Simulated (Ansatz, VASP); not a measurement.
# One calculation of PtSe2, two programs

```
Pt Se
1.0
    -2.94399    2.94399    3.38178
     2.94399   -2.94399    3.38178
     2.94399    2.94399   -3.38178
Pt Se
2 4
Direct
  0.25000 0.25000 0.00000
  0.75000 0.75000 0.00000
  0.67847 0.17847 0.85694
  0.17847 0.32153 0.50000
  0.32153 0.82153 0.14306
  0.82153 0.67847 0.50000
```

Alike in both runs: functional PBE; k mesh 8 × 8 × 8; occupations gaussian, width 0.1 eV; no spin polarisation.

Ansatz relaxed the structure, and its values are those at the end. VASP's run is a single point on that final structure, the one shown.

|  | VASP | Ansatz |
| --- | --- | --- |
| version | VASP 6.6.1 | Ansatz 0.2.0 |
| potentials or method | VASP PAW PBE potentials, release 64 (Pt, Se) | scalar-relativistic, plane waves, PAW |
| plane-wave cutoff (eV) | 520 | 420 |
| valence electrons in the cell | 44 | 100 |

|  | VASP | Ansatz | Ansatz less VASP |
| --- | --- | --- | --- |
| gap on the k mesh at the Fermi level (eV) | none | none | - |
| pressure (GPa) | -0.1 | 0.0 | +0.07 |

A gap of «none» marks a metal or a gap that the smearing closes. The two sets of potentials don't hold the same shells in valence.

Spin-orbit coupling is left out, which matters for the levels of Pt.
